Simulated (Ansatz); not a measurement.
## How BeSe (F-43m) stiffens under pressure

```
Be Se
1.0
     0.00000    2.58099    2.58099
     2.58099    0.00000    2.58099
     2.58099    2.58099    0.00000
Be Se
1 1
Direct
  0.00000 0.00000 0.00000
  0.75000 0.75000 0.75000
```

This is the zero-pressure cell. At each pressure cell and atoms are relaxed in this structure, and the constants are slopes of the stress at strains of ±0.005 with relaxed ions (the coefficients that govern stability under load). Level: r²SCAN, PAW on Ansatz 0.2.0's default frozen-core files (fitted under PBE), scalar-relativistic; k mesh 8×8×8, strains of ±0.005, fixed occupations, cutoff 500 eV. P is the pressure of the relaxed cell, less that of this one.

```tsv
P (GPa)	V/V₀	C11 (GPa)	C12 (GPa)	C44 (GPa)
0.00	1.0000	134.8	52.2	70.6
1.00	0.9879	139.1	55.8	72.3
2.00	0.9763	143.3	59.4	73.9
4.01	0.9550	151.7	66.4	76.9
7.00	?	?	?	?
10.00	0.9022	175.4	86.7	84.1
15.00	0.8668	194.0	103.2	88.9
```

**Question.** Does the bulk modulus from the constants agree with the pressure-volume curve?

**Answer.** A third-order Birch-Murnaghan fit to the volumes shown (F against f, f = [(V₀/V)^(2/3) − 1]/2) gives B₀ = 79.7 GPa and B′ = 3.8. Its −V dP/dV stands beside (C11 + 2C12)/3:

| P (GPa) | from P(V) | from the constants |
| --- | --- | --- |
| 0.00 | 79.7 | 79.7 |
| 1.00 | 83.6 | 83.6 |
| 2.00 | 87.3 | 87.4 |
| 4.01 | 94.8 | 94.8 |
| 10.00 | 116.3 | 116.3 |
| 15.00 | 133.6 | 133.5 |

**Question.** What are the pressure derivatives at zero pressure?

**Answer.** Slopes at V₀ of quadratic fits in −ln(V/V₀) through the first four rows shown, divided by B₀: dC11/dP = 4.4, dC12/dP = 3.6, dC44/dP = 1.7. The mean slopes up to 2.0 GPa are 4.3, 3.6, 1.6; curvature and scatter of the constants part the two. The combination (dC11/dP + 2 dC12/dP)/3 = 3.8 stands against B′.

**Question.** Fill the row at 7.00 GPa.

**Answer.** Cubic fits in −ln(V/V₀) through all rows shown give C11 = 163.7, C12 = 76.7, C44 = 80.8 GPa. Computed: V/V₀ = 0.9269, C11 (GPa) = 163.7, C12 (GPa) = 76.7, C44 (GPa) = 80.8.

**Question.** Does a shear stiffness soften?

**Answer.** C44 goes from 70.6 to 88.9 GPa; (C11 − C12)/2 goes from 41.3 to 45.4 GPa. Neither ends more than 3 % under its start, and the lattice stays mechanically stable over this range.

Keep in mind: no other phase was computed; many crystals of this kind change structure within this range, and rows or crossings beyond such a change describe a metastable lattice; frozen-core PAW files fitted under PBE, their cores solved anew for the functional of the run; constants at zero field, no piezoelectric stiffening; phonons weren't checked at these pressures.
